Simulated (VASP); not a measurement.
MoS2, 3 atoms in the cell. The structure is trigonal, space group R3m (No. 160). The conventional cell has a = 3.160 Å, b = 3.160 Å, c = 18.450 Å, α = 90.00°, β = 90.00°, γ = 120.00°. Mo (site symmetry 3m) has 6 S at 2.39 Å as nearest neighbours. S (site symmetry 3m) is surrounded by 3 Mo at 2.39 Å. S (site symmetry 3m) is surrounded by 3 Mo at 2.39 Å. Measurements of this composition are mostly on another form, of space group No. 194.

- Program: VASP 6.6.1
- Task: single point
- Functional: PBEsol
- Potentials or basis: VASP PAW PBE potentials, release 54 (Mo_sv, S)
- Cutoff: 520 eV
- k mesh: 10 × 10 × 10
- Occupations: gaussian, width 0.02 eV
- Spin: no spin polarisation
- Further INCAR settings: ALGO = Normal; EDIFF = 1e-06; NBANDS = 20

Potentials or basis: VASP PAW PBE potentials, release 54 (Mo_sv, S).

Command:

```console
$ cat potpaw_PBE.54/Mo_sv/POTCAR potpaw_PBE.54/S/POTCAR > POTCAR
$ mpirun -np 1 vasp_std > vasp.out
```

Hardware: 1 thread of Intel(R) Xeon(R) 6975P-C (Granite Rapids), with other jobs on the host.

Problem. Estimate the wall time of this run.

Solution. It took 3.2 min on 1 thread of Intel(R) Xeon(R) 6975P-C (Granite Rapids), with other jobs on the host, peak memory 0.38 GiB. Counts: scf iterations 14, k points 116.
